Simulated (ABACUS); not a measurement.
Crystal: Au.

```
CELL_PARAMETERS angstrom
0.00000 2.03500 2.03500
2.03500 0.00000 2.03500
2.03500 2.03500 0.00000
ATOMIC_POSITIONS crystal
Au 0.00000 0.00000 0.00000
```

Base run:

* Program: ABACUS 3.10.1
* Functional: RPBE
* Potentials or basis: SPMS ONCV 1.0 PBE
* Cutoff: 1034 eV
* Density cutoff: 4136 eV
* Basis: plane waves
* k mesh: 9 × 9 × 9
* Occupations: fermi-dirac, width 0.05 eV
* Spin: no spin polarisation

Its results: band gap on the k mesh none (metal or under the smearing width); pressure 15.2 GPa.

Problem. After a change of settings the same cell gave: band gap on the k mesh none (metal or under the smearing width); pressure 3.0 GPa. Which change was it?
A. functional from RPBE to WC; potentials or basis from SPMS ONCV 1.0 PBE to PseudoDojo NC SR 0.5 PBE standard
B. functional from RPBE to LDA-PW92; potentials or basis from SPMS ONCV 1.0 PBE to PseudoDojo NC SR 0.4.1 LDA stringent
C. functional from RPBE to LDA; potentials or basis from SPMS ONCV 1.0 PBE to PseudoDojo NC SR 0.4.1 LDA standard
D. functional from RPBE to PW91; potentials or basis from SPMS ONCV 1.0 PBE to Ansatz NC PBE

Solution. A.

Caveats: the potentials were made for another functional, which shifts forces and pressure; so large a pressure means that the cell lies far from this level's equilibrium, or that cutoff or potentials fall short (some runs).

Not every run made on this cell is shown here.
